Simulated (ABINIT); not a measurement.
# MgS (F-43m) in ABINIT: equation of state

Aim: energy against volume of MgS in PBEsol, for its equilibrium volume and stiffness.

All numbers are computed with ABINIT 10.8.3 (patched build); they aren't measurements. Logs are shortened: lines on timing, memory, paths and dates and some standing lists are left out, and cuts for length are marked. The log counts tension as positive stress, the text compression.

## 1. Starting point

The structure is cubic, space group F-43m (No. 216). Conventional cell: a = 5.666 Å, b = 5.666 Å, c = 5.666 Å, α = 90.00°, β = 90.00°, γ = 90.00°. S (site symmetry -43m) is surrounded by 4 Mg at 2.45 Å. Around Mg (site symmetry -43m) lie 4 S at 2.45 Å.

The cell comes from a database or a generator and needn't be the stable form of this composition.

## 2. Equation of state, PBEsol

Input file run.abi:

```
# Datasets: one volume each
ndtset 7
getwfk -1
scalecart1 3*0.9795861087
scalecart2 3*0.9864848297
scalecart3 3*0.9932883884
scalecart4 3*1.0000000000
scalecart5 3*1.0066227096
scalecart6 3*1.0131594038
scalecart7 3*1.0196128224

# Pseudopotentials
pp_dirpath "./"
pseudos "S.upf, Mg.upf"

# Structure
acell 4.006636794 4.006636794 4.006636794 Angstrom
rprim
     0.0000000000     0.7071067812     0.7071067812
     0.7071067812     0.0000000000     0.7071067812
     0.7071067812     0.7071067812     0.0000000000
ntypat 2
znucl 16 12
natom 2
typat 1 2
xred
     0.2500000000     0.2500000000     0.2500000000
     0.0000000000     0.0000000000     0.0000000000

# Plane-wave basis
ecut 42.0

# k points
kptopt 1
ngkpt 8 8 8
nshiftk 1
shiftk 0.0 0.0 0.0

# Exchange and correlation
ixc -116133

# Bands and occupations
nband 12
occopt 3
tsmear 0.00183747

# SCF cycle
nstep 100
tolvrs 1.0e-10

# Output
iomode 3
prtwf 1
prtden 0
prteig 0
prtebands 0
```

Potentials or basis: PseudoDojo NC SR PBEsol v0.4.1 standard.

On the command line:

```
$ abinit run.abi > log 2>&1
```

run.abo:

```text
.Version 10.8.3 of ABINIT
 DATASET    1 : space group F-4 3 m (#216); Bravais cF (face-center cubic)
================================================================================
 Values of the parameters that define the memory need for DATASET  1.
     intxc =       0    ionmov =       0      iscf =       7    lmnmax =       6
     lnmax =       6     mgfft =      45  mpssoang =       3    mqgrid =    3001
     natom =       2  nloc_mem =       1    nspden =       1   nspinor =       1
    nsppol =       1      nsym =      24    n1xccc =    2501    ntypat =       2
    occopt =       3   xclevel =       2
       mpw =        3762          nfft =       91125          nkpt =          29
================================================================================
================================================================================
[... 61 lines left out ...]
 DATASET    7 : space group F-4 3 m (#216); Bravais cF (face-center cubic)
================================================================================
 Values of the parameters that define the memory need for DATASET  7.
     intxc =       0    ionmov =       0      iscf =       7    lmnmax =       6
     lnmax =       6     mgfft =      48  mpssoang =       3    mqgrid =    3001
     natom =       2  nloc_mem =       1    nspden =       1   nspinor =       1
    nsppol =       1      nsym =      24    n1xccc =    2501    ntypat =       2
    occopt =       3   xclevel =       2
       mpw =        4245          nfft =      110592          nkpt =          29
================================================================================
================================================================================

--------------------------------------------------------------------------------
------------- Echo of variables that govern the present computation ------------
--------------------------------------------------------------------------------
 -outvars: echo values of preprocessed input variables --------
            acell      7.5714462266E+00  7.5714462266E+00  7.5714462266E+00 Bohr
              amu      3.20660000E+01  2.43050000E+01
             ecut      4.20000000E+01 Hartree
           getwfk          -1
              ixc     -116133
           jdtset        1    2    3    4    5    6    7
         kptrlatt        8    0    0      0    8    0      0    0    8
          kptrlen1     5.93350684E+01
          kptrlen2     5.97529347E+01
          kptrlen3     6.01650370E+01
          kptrlen4     6.05715698E+01
          kptrlen5     6.09727177E+01
          kptrlen6     6.13686556E+01
          kptrlen7     6.17595493E+01
            natom           2
            nband          12
           ndtset           7
            ngfft1         45      45      45
            ngfft2         45      45      45
            ngfft3         45      45      45
            ngfft4         48      48      48
            ngfft5         48      48      48
            ngfft6         48      48      48
            ngfft7         48      48      48
[... 62 lines left out ...]
                       0.0000000000E+00  0.0000000000E+00  0.0000000000E+00
            znucl       16.00000   12.00000

================================================================================

 chkinp: Checking input parameters for consistency, jdtset=   1.

 chkinp: Checking input parameters for consistency, jdtset=   2.
[... 29 lines left out ...]
 getcut: wavevector=  0.0000  0.0000  0.0000  ngfft=  45  45  45
         ecut(hartree)=     42.000   => boxcut(ratio)=   2.03349

--- Pseudopotential description ------------------------------------------------
- pspini: atom type   1  psp file is ./S.upf
12 -116133 2 -1 1146                          pspcod,pspxc,lmax,lloc,mmax
     nproj     2     2     2

- pspini: atom type   2  psp file is ./Mg.upf
12 -116133 1 -1 1510                          pspcod,pspxc,lmax,lloc,mmax
     nproj     2     2     0

   2.86410798E+02                                ecore*ucvol(ha*bohr**3)
--------------------------------------------------------------------------------

================================================================================

--- !BeginCycle
iteration_state: {dtset: 1, }
solver: {iscf: 7, nstep: 100, nline: 4, wfoptalg: 0, }
tolerances: {tolvrs: 1.00E-10, }
...
[... 1005 lines left out ...]
-Cartesian components of stress tensor (GPa)         [Pressure= -3.3177E+00 GPa]
- sigma(1 1)=  3.31771835E+00  sigma(3 2)=  0.00000000E+00
- sigma(2 2)=  3.31771835E+00  sigma(3 1)=  0.00000000E+00
- sigma(3 3)=  3.31771835E+00  sigma(2 1)=  0.00000000E+00

== END DATASET(S) ==============================================================
================================================================================

 -outvars: echo values of variables after computation  --------
            acell      7.5714462266E+00  7.5714462266E+00  7.5714462266E+00 Bohr
           etotal1    -7.0424757653E+01
           etotal2    -7.0425339422E+01
           etotal3    -7.0425634375E+01
           etotal4    -7.0425668519E+01
           etotal5    -7.0425470494E+01
           etotal6    -7.0425061187E+01
           etotal7    -7.0424460984E+01
            fcart1    -1.0278425151E-28 -1.0278425151E-28  3.0835275452E-28
                       1.0278425151E-28  1.0278425151E-28 -3.0835275452E-28
            fcart2    -1.0196588095E-28 -1.0196588095E-28  3.0589764284E-28
                       1.0196588095E-28  1.0196588095E-28 -3.0589764284E-28
            fcart3    -0.0000000000E+00 -0.0000000000E+00 -0.0000000000E+00
                      -0.0000000000E+00 -0.0000000000E+00 -0.0000000000E+00
            fcart4     4.9115134131E-32  4.9115134131E-32 -1.4734540239E-31
                      -4.9115134131E-32 -4.9115134131E-32  1.4734540239E-31
            fcart5    -4.8791998892E-32 -4.8791998892E-32  1.4637599668E-31
                       4.8791998892E-32  4.8791998892E-32 -1.4637599668E-31
[... 38 lines left out ...]
                       0.0000000000E+00  0.0000000000E+00  0.0000000000E+00
           xangst1     1.3876425211E+00  1.3876425211E+00  1.3876425211E+00
                       0.0000000000E+00  0.0000000000E+00  0.0000000000E+00
           xangst2     1.3974149735E+00  1.3974149735E+00  1.3974149735E+00
                       0.0000000000E+00  0.0000000000E+00  0.0000000000E+00
           xangst3     1.4070526227E+00  1.4070526227E+00  1.4070526227E+00
                       0.0000000000E+00  0.0000000000E+00  0.0000000000E+00
           xangst4     1.4165600234E+00  1.4165600234E+00  1.4165600234E+00
                       0.0000000000E+00  0.0000000000E+00  0.0000000000E+00
           xangst5     1.4259414891E+00  1.4259414891E+00  1.4259414891E+00
                       0.0000000000E+00  0.0000000000E+00  0.0000000000E+00
           xangst6     1.4352011088E+00  1.4352011088E+00  1.4352011088E+00
                       0.0000000000E+00  0.0000000000E+00  0.0000000000E+00
           xangst7     1.4443427636E+00  1.4443427636E+00  1.4443427636E+00
                       0.0000000000E+00  0.0000000000E+00  0.0000000000E+00
             xred      2.5000000000E-01  2.5000000000E-01  2.5000000000E-01
                       0.0000000000E+00  0.0000000000E+00  0.0000000000E+00
 Calculation completed.
```

It took 4.6 min on 1 thread of Arm Neoverse V1, shared host; peak memory 0.14 GiB.

What came out:

- Equilibrium volume: 22.58 Å³/atom
- Bulk modulus: 58 GPa
- Pressure derivative of the bulk modulus: 4.1

Energy against volume, from the lowest point:
```csv
volume (Å³/atom),energy (meV/atom)
21.376,12.39
21.831,4.48
22.285,0.46
22.740,0.00
23.195,2.69
23.650,8.26
24.105,16.43
```

Caveat: pressures at fixed basis lie under the slope of the energies.
